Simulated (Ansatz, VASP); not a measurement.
**K: VASP beside Ansatz**

```xyz
1
Lattice="-2.6180 2.6180 2.6180 2.6180 -2.6180 2.6180 2.6180 2.6180 -2.6180" Properties=species:S:1:pos:R:3 pbc="T T T"
K     0.0000    0.0000    0.0000
```

Alike in both runs: task single point; functional PBEsol; k mesh 6 × 6 × 6; occupations gaussian, width 0.1 eV; no spin polarisation.

```csv
,VASP,Ansatz
version,VASP 6.6.1,Ansatz 0.2.0
potentials or method,"VASP PAW PBE potentials, release 64 (K_sv)","scalar-relativistic, plane waves, PAW"
plane-wave cutoff (eV),520,420
valence electrons in the cell,9,9
```

```csv
,VASP,Ansatz,Ansatz less VASP
gap on the k mesh at the Fermi level (eV),none,none,-
pressure (GPa),0.0,0.0,+0.01
```

A gap of «none» marks a metal or a gap that the smearing closes.

Caveats: the PAW data sets were made with another functional, which shifts forces and pressure a little (VASP).
